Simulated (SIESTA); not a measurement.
**TiO2 (Anatase): equation of state with PBE**

The system is TiO2 (Anatase).

```
CELL_PARAMETERS angstrom
-1.89210 1.89210 4.75730
1.89210 -1.89210 4.75730
1.89210 1.89210 -4.75730
ATOMIC_POSITIONS crystal
Ti 0.75000 0.25000 0.50000
Ti 0.00000 0.00000 0.00000
O 0.79190 0.79190 0.00000
O 0.54190 0.04190 0.50000
O 0.95810 0.45810 0.50000
O 0.20810 0.20810 0.00000
```

```yaml
Program: SIESTA 5.4.2
Task: equation of state
Functional: PBE
Potentials_or_basis: PseudoDojo 0.4 standard (PBE files)
Basis: DZP (energy shift 0.003 Ry; two zetas on semicore shells)
Grid_cutoff: 800 Ry
Energy_shift: 0.003 Ry
k_mesh: 7 × 7 × 7
Occupations: fermi-dirac, width 0.05 eV
Spin: no spin polarisation
```

| Item | Value |
| --- | --- |
| Equilibrium volume | 11.84 Å³/atom |
| Bulk modulus at fixed shape and positions | 202 GPa |
| Pressure derivative of the bulk modulus | 4.1 |

Energy against volume, from the lowest point:
| volume (Å³/atom) | energy (meV/atom) |
| --- | --- |
| 10.673 | 86.05 |
| 10.900 | 53.77 |
| 11.127 | 29.80 |
| 11.354 | 13.36 |
| 11.581 | 3.56 |
| 11.808 | 0.00 |
| 12.035 | 2.02 |

All runs of the series together: 12 min on 1 thread of Arm Neoverse V2 (shared host).

Caveat: the cell was scaled at fixed shape and fractional positions, which overstates the stiffness of a crystal with free parameters, most of all of layers and chains; the basis of atomic orbitals isn't converged, which shifts pressures, moduli and gaps.
